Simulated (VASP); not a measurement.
A run of VASP 6.6.1:

File INCAR:

```
ALGO = Normal ; EDIFF = 1E-6
ENCUT = 520 ; GGA = PE
ISIF = 2 ; ISMEAR = -1
LASPH = T ; LCHARG = F
LREAL = F ; LWAVE = F
NBANDS = 13 ; NELM = 60
PREC = Accurate ; SIGMA = 0.05
```

KPOINTS

```
k-points
0
Gamma
  9 9 9
```

File POSCAR:

```
O
1.0
    1.7077983607      0.9859978433      3.8051945654
   -1.7077983607      0.9859978433      3.8051945654
    0.0000000000     -1.9719956865      3.8051945654
O
2
Direct
    0.0546147200      0.0546147200      0.0546147200
    0.9453852800      0.9453852800      0.9453852800
```

Potentials or basis: VASP PAW PBE potentials, release 64 (O).

The run is started by

```console
$ cat potpaw_PBE.64/O/POTCAR > POTCAR
$ mpirun -np 1 vasp_std > vasp.out
```

Hardware: 1 thread of Intel(R) Xeon(R) Platinum 8488C (Sapphire Rapids), on a shared host.

**Question.** Estimate the wall time of this run.

**Answer.** Run time: 23 s on 1 thread of Intel(R) Xeon(R) Platinum 8488C (Sapphire Rapids) (shared host), peak memory 0.17 GiB. Counts: scf iterations 11, k points 85.
